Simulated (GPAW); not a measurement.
Runs of GPAW 26.7.0 on Pb. It takes space group Fm-3m (No. 225, cubic). The conventional cell has a = 4.950 Å, b = 4.950 Å, c = 4.950 Å, α = 90.00°, β = 90.00°, γ = 90.00°. Pb (site symmetry m-3m) is surrounded by 12 Pb at 3.50 Å. 

```csv
task,level,potentials or basis,spin,cell,smearing,band path,band points,spin axis theta (degrees),spin axis phi (degrees),optimizer,gap on the mesh (eV),pressure (GPa)
band structure,PBEint,"PAW data sets generated in the run's folder for this functional, pw","SOC, no magnetisation",as given,fermi-dirac 0.05 eV,"GXWKGLUWLK,UX",60,0,0,-,-,-0.2
single point,PBE,"GPAW PAW data sets (gpaw-data 1.2.1), pw",off,as given,gaussian 0.011 eV,-,-,-,-,-,none,2.0
band structure,SOGGA,"PAW data sets generated in the run's folder for this functional, pw","SOC, no magnetisation",as given,fermi-dirac 0.05 eV,"GXWKGLUWLK,UX",80,0,0,-,-,-1.0
relaxation of cell and atoms,RPBE,"the program's PAW data sets (release 1.2.1) made for this functional, pw",off,relaxed to 10 GPa,fermi-dirac 0.05 eV,-,-,-,-,LBFGS,none,10.0
relaxation of cell and atoms,PBE,"GPAW PAW data sets (gpaw-data 1.2.1), pw",off,relaxed,fermi-dirac 0.05 eV,-,-,-,-,FIRE,none,-0.1
band structure,BLYP,"PAW data sets generated in the run's folder for this functional, pw",off,as given,fermi-dirac 0.05 eV,"GXWKGLUWLK,UX",100,-,-,-,-,5.6
single point,PBE,"GPAW PAW data sets (gpaw-data 1.2.1), pw",off,as given,gaussian 0.028 eV,-,-,-,-,-,none,2.0
band structure,r2SCAN,"GPAW PAW data sets (gpaw-data 1.2.1), pw",off,as given,fermi-dirac 0.05 eV,"GXWKGLUWLK,UX",60,-,-,-,-,(a)
band structure,mBEEF,"GPAW PAW data sets (gpaw-data 1.2.1), pw","SOC, no magnetisation",as given,fermi-dirac 0.05 eV,"GXWKGLUWLK,UX",100,0,0,-,-,-0.1
```

Alike in all rows: k mesh 9 × 9 × 9; cutoff (eV) 600.

Q: Fill in the values left out.

A: (a) 1.0.

Caveats: spin-orbit coupling was added after a scalar SCF, so levels and gaps hold it while energy, forces, pressure and moments don't (some runs); this program's spin-orbit splittings come out too wide for heavy elements (some runs); later steps reuse the first step's grids (some runs); spin-orbit coupling is left out, which moves the levels of the heavy elements (some runs); the PAW data sets were made with another functional, which shifts forces and pressure a little (some runs).

A k mesh can miss the band edges, and rows without SOC leave out spin-orbit coupling on Pb.

A gap of «none» marks a metal or a gap under the smearing width.
